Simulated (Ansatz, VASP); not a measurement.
**Mg4Sn in VASP and in Ansatz**

```
Mg Sn
1.0
    -3.34815    3.34815    3.34815
     3.34815   -3.34815    3.34815
     3.34815    3.34815   -3.34815
Mg Sn
4 1
Direct
  0.00000 0.00000 0.50000
  0.50000 0.00000 0.00000
  0.00000 0.50000 0.00000
  0.50000 0.50000 0.50000
  0.00000 0.00000 0.00000
```

Change from the starting cell: species swapped into the Hg4Pt type (Im-3m, No. 229).

Alike in both runs: functional PBE; k mesh 8 × 8 × 8; occupations gaussian, width 0.1 eV; no spin polarisation.

Ansatz relaxed the structure, and its values are those at the end. VASP's run is a single point on that final structure, the one shown.

```csv
,VASP,Ansatz
version,VASP 6.6.1,Ansatz 0.2.0
potentials or method,"VASP PAW PBE potentials, release 64 (Mg, Sn_d)","scalar-relativistic, plane waves, PAW"
plane-wave cutoff (eV),520,420
valence electrons in the cell,22,54
```

VASP gave:

* gap on the k mesh at the Fermi level (eV): none
* pressure (GPa): -0.1

Task: Which values does Ansatz return?

Result: gap on the k mesh at the Fermi level (eV): none; pressure (GPa): 0.0.

A gap of «none» marks a metal or a gap that the smearing closes. The two sets of potentials don't hold the same shells in valence.
